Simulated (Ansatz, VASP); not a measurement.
**One calculation of PbS, two programs**

INCAR

```
  ALGO = Normal
  EDIFF = 1E-6
  ENCUT = 520
  GGA = PE
  ISIF = 2
  ISMEAR = -1
  LASPH = True
  LCHARG = False
  LREAL = False
  LWAVE = False
  NBANDS = 17
  NELM = 80
  PREC = Accurate
  SIGMA = 0.02
```

Contents of KPOINTS:

```
k-points
0
Gamma
  8 8 8
```

File POSCAR:

```
PbS
1.0
    2.1005110974      1.2127306475      3.4301898291
   -2.1005110974      1.2127306475      3.4301898291
    0.0000000000     -2.4254612951      3.4301898291
Pb S
1 1
Direct
    0.9781436732      0.9781436732      0.9781436732
    0.4774576568      0.4774576568      0.4774576568
```

Input for Ansatz:

```yaml
crystal:
  lattice:
    - [2.1005110974, 1.2127306475, 3.4301898291]
    - [-2.1005110974, 1.2127306475, 3.4301898291]
    - [0.0, -2.4254612951, 3.4301898291]
  atoms:
    - { symbol: Pb, position: [0.9781436732, 0.9781436732, 0.9781436732] }
    - { symbol: S, position: [0.4774576568, 0.4774576568, 0.4774576568] }
kpoints:
  mp_grid: { grid: [8, 8, 8] }
  band_path:
    path:
      - [[0.0, 0.0, 0.0], [-0.5, -0.5, -0.5], [-0.5, -0.2499966197255, -0.7500033802745]]
      - [[-0.2499966197255, 0.2499966197255, -0.5], [1.32786282899e-16, 1.681257793597e-16, -0.5], [0.0, 0.0, 0.0], [6.985026803198e-17, 0.3749983098628, -0.3749983098628]]
      - [[-0.3749983098628, 2.150303773952e-16, -0.6250016901372], [-0.5, 1.54419786733e-16, -0.5], [0.0, 0.0, 0.0]]
    npoints: 10
hamiltonian:
  xc: pbe
scf:
  occupations: { method: fermi_dirac, width: 0.02 }
  n_extra_bands: 4
output:
  forces: true
  stress: true
  eigenvalues: true
```

The cell is a database's computed one.

Alike in both runs: task single point; functional PBE; k mesh 8 × 8 × 8; occupations fermi-dirac, width 0.02 eV; no spin polarisation.

```csv
,VASP,Ansatz
version,VASP 6.6.1,Ansatz 0.2.0
potentials or method,"VASP PAW PBE potentials, release 64 (Pb_d, S)","plane waves, PAW"
plane-wave cutoff (eV),520,420
valence electrons in the cell,20,20
```

Ansatz gave:

- pressure (GPa): 1.9

Task: Estimate VASP's values.

Result: Pressure (GPa): 1.8.

The functional is the same, so the differences come from potentials, cutoffs and numerics.

Caveats: spin-orbit coupling is left out, which as a rule narrows the gap of such compounds by several tenths of an eV.
